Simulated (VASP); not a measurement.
The system is Mo.

```
Mo
1.0
     4.70773    0.00000    0.00000
    -2.35386    4.07701    0.00000
     0.00000    0.00000    2.88604
Mo
3
Direct
  0.00000 0.00000 0.00000
  0.33333 0.66667 0.50000
  0.66667 0.33333 0.50000
```

The cell was built by a generator and needn't be a form met in nature.

- Program: VASP 6.6.1
- Task: relaxation of cell and atoms
- Functional: PBE
- Potentials or basis: VASP PAW PBE potentials, release 64 (Mo_sv)
- Cutoff: 600 eV
- k mesh: 6 × 6 × 6
- Occupations: gaussian, width 0.1 eV
- Spin: no spin polarisation

At the start: pressure -23.9 GPa; volume 18.46 Å³/atom.

Q: Where does the relaxation end?

A: Over 11 steps the energy falls by 330.0 meV/atom and the volume is 16.06 Å³/atom (-13.0 %); space group P6/mmm (No. 191, to 0.05 Å).

Step by step:
```csv
step,energy change (eV),largest force (eV/Å),pressure (GPa),volume (Å³)
1,0.0000,0.0000,-23.89,55.39
2,2.9093,0.0000,131.18,35.94
3,-0.7875,0.0000,0.80,48.08
4,-0.7952,0.0000,3.11,47.63
5,-0.7966,0.0000,4.37,47.39
6,-0.8426,0.0000,11.06,46.73
7,-0.9695,0.0000,5.69,47.09
8,-0.9696,0.0000,5.86,47.08
9,-0.9297,0.0000,-9.07,50.26
10,-0.9899,0.0000,-0.08,48.22
11,-0.9899,0.0000,0.01,48.19
```

Final structure:
```
Mo
1.0
     4.66766    0.00000    0.00000
    -2.33383    4.04231    0.00000
     0.00000    0.00000    2.55416
Mo
3
Direct
  0.00000 0.00000 0.00000
  0.33333 0.66667 0.50000
  0.66667 0.33333 0.50000
```

Caveat: the k mesh is coarse (spacing up to 0.36 Å⁻¹), so the values aren't converged.
